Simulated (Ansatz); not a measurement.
Method: Ansatz 0.2.0, DFT PBE, scalar-relativistic, plane waves, PAW. All cells share a 420 eV cutoff and Γ-centred k meshes spaced at most about 0.3 Å⁻¹ (about 0.25 or finer for metals, 2π included). Collinear spin in cells that started with moments and kept them past the coarse steps, no spin elsewhere.

Temperature and zero-point effects are left out. Lower structures may exist.

Question: Order these relaxed structures of FeSi by energy, lowest first, with the energy over the lowest of them.
A.

```
Fe Si
1.0
     2.75911    0.00000    0.00000
     0.00000    2.75911    0.00000
     0.00000    0.00000    2.75911
Fe Si
1 1
Direct
  0.00000 0.00000 0.00000
  0.50000 0.50000 0.50000
```

B.

```
Fe Si
1.0
     0.00000    2.86768    2.86768
     2.86768    0.00000    2.86768
     2.86768    2.86768    0.00000
Fe Si
2 2
Cartesian
  4.3015 4.3015 4.3015
  2.8677 2.8677 2.8677
  1.4338 1.4338 1.4338
  0.0000 0.0000 0.0000
```

C.

```
Fe Si
1.0
     4.44801    0.00000    0.00000
     0.00000    4.44801    0.00000
     0.00000    0.00000    4.44801
Fe Si
4 4
Direct
  0.13600 0.13600 0.13600
  0.36400 0.86400 0.63600
  0.63600 0.36400 0.86400
  0.86400 0.63600 0.36400
  0.84072 0.84072 0.84072
  0.65928 0.15928 0.34072
  0.34072 0.65928 0.15928
  0.15928 0.34072 0.65928
```

D.

```
Fe Si
1.0
     2.73591    0.00000    0.00000
    -1.36796    2.36937    0.00000
     0.00000    0.00000    3.50498
Fe Si
1 1
Direct
  0.66667 0.33333 0.50000
  0.00000 0.00000 0.00000
```

Answer: C (0 meV/atom), A (27 meV/atom), D (182 meV/atom), B (567 meV/atom). Forms: C FeSi (B20) type, P2_13, no spin; A caesium chloride type, Pm-3m, moments up to 0.0 μB; D tungsten carbide type, P-6m2, moments up to 0.8 μB; B NaTl (B32) type, Fd-3m, moments up to 1.9 μB. Counting Si atoms around Fe (those within 1.25 times the shortest such distance or 1.15 times the sum of covalent radii, 1.27 where that leaves under three; a plus sign parts nearer from farther groups): C has Fe 7; A has Fe 8; D has Fe 6; B has Fe 4+6. B holds Si–Si bonds in all directions (shortest 2.48 Å) (bonds between like non-metal atoms; other contacts aren't counted).

The magnetic state reached may not be the lowest. The P2_13 cell at 11.0 Å³/atom was relaxed from a cell as deposited in COD. Trial moments died out on the coarse mesh in P2_13; another magnetic start might hold. With atoms moved at random, P2_13 came back. Other cells relaxed within their symmetry can be saddle points. Some types were kept out of the candidates beforehand, so the set may lack a known form.
